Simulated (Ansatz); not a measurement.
# Cs (fcc type): the cost of one run

Computed with Ansatz 0.2.0 (DFT, PBE, all-electron LAPW, scalar-relativistic, unless a step's input says otherwise).

This is Cs in the fcc structure; at room conditions it is bcc.

## (1) Starting point

It takes space group Fm-3m (No. 225, cubic). Conventional cell: a = 6.205 Å, b = 6.205 Å, c = 6.205 Å, α = 90.00°, β = 90.00°, γ = 90.00°. Around Cs (site symmetry m-3m) lie 12 Cs at 4.39 Å.

Structure file:

```cif
data_structure
_symmetry_space_group_name_H-M 'Fm-3m'
_symmetry_Int_Tables_number 225
_cell_length_a 6.2051
_cell_length_b 6.2051
_cell_length_c 6.2051
_cell_angle_alpha 90.000
_cell_angle_beta 90.000
_cell_angle_gamma 90.000
_cell_volume 238.91
loop_
_atom_site_label
_atom_site_type_symbol
_atom_site_symmetry_multiplicity
_atom_site_Wyckoff_symbol
_atom_site_fract_x
_atom_site_fract_y
_atom_site_fract_z
_atom_site_occupancy
Cs1 Cs 4 a 0.00000 0.00000 0.00000 1
```

The file gives the conventional cell by its symmetry; the runs use the cell typed in the input.

## (2) Fcc relaxed under pressure, LAPW

Input file input.yaml:

```yaml
crystal:
  lattice:
    - [0.0, 3.10253353, 3.10253353]
    - [3.10253353, 0.0, 3.10253353]
    - [3.10253353, 3.10253353, 0.0]
  atoms:
    - { symbol: Cs, position: [0.0, 0.0, 0.0] }
kpoints:
  mp_grid: { grid: [11, 11, 11] }
scf:
  occupations: { method: fermi_dirac, width: 0.08 }
hamiltonian:
  xc: pbe
  pseudopotentials: { kind: all_electron, lapw: { basis_error: 0.0005 } }
output:
  forces: true
  stress: true
  eigenvalues: true
relax:
  f_tol: 0.005
  max_steps: 12
  cell: { p_target: 3.3, stress_tol: 0.03 }
```

On the command line:

```console
> ansatz run input.yaml --threads 1 --pin off --max-ram 3584MiB --backend cpu --events-out ev --progress --plain --runs-dir out
```

**Question.** How long does this run take on 1 thread of Intel Xeon 6975P-C (Granite Rapids), shared host, and how much memory does it need?

About 3.4 s, with a peak of 0.29 GiB.
